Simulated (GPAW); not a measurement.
Crystal: Ni.

```
Ni
1.0
     2.80385    0.00000    0.00000
     0.00000    2.80385    0.00000
     0.00000    0.00000    2.80385
Ni
2
Direct
  0.00000 0.00000 0.00000
  0.50000 0.50000 0.50000
```

This isn't the form of Ni at room conditions, which is fcc.

The cell isn't the ideal one: volume scaled by 1.04.

```yaml
Program: GPAW 26.7.0
Task: relaxation of cell and atoms
Functional: LDA
Potentials_or_basis: PAW data sets generated in the run's folder for this functional
Cutoff: 600 eV
Basis: pw
k_mesh: 5 × 5 × 5
Occupations: fermi-dirac, width 0.05 eV
Spin: collinear spin, random start
Starting_moments: "[0.83, -0.38] μB"
```

At the start: pressure -17.8 GPa; volume 11.02 Å³/atom.

Question: Where does the relaxation end?

Answer: Over 5 steps the energy falls by 55.8 meV/atom and the volume is 10.12 Å³/atom (-8.2 %); space group Im-3m (No. 229, to 0.05 Å); moment 0.00 μB per cell.

The path:
| step | energy change (eV) | largest force (eV/Å) | pressure (GPa) | volume (Å³) |
| --- | --- | --- | --- | --- |
| 1 | 0.0000 | 0.0000 | -17.83 | 22.04 |
| 2 | -0.0567 | 0.0000 | -13.16 | 21.47 |
| 3 | -0.1106 | 0.0000 | 2.22 | 20.08 |
| 4 | -0.1116 | 0.0000 | -0.19 | 20.26 |
| 5 | -0.1116 | 0.0000 | -0.01 | 20.25 |

Final structure:
```
Ni
1.0
     2.72548    0.00000    0.00000
     0.00000    2.72548    0.00000
     0.00000    0.00000    2.72548
Ni
2
Cartesian
  0.0000 0.0000 0.0000
  1.3627 1.3627 1.3627
```

Caveat: the k mesh is coarse (spacing up to 0.45 Å⁻¹), so the values aren't converged; each step starts from the last one's moments, so a moment once lost doesn't come back; the stock nickel data set gives pressures a few GPa off other programs; later steps reuse the first step's grids.
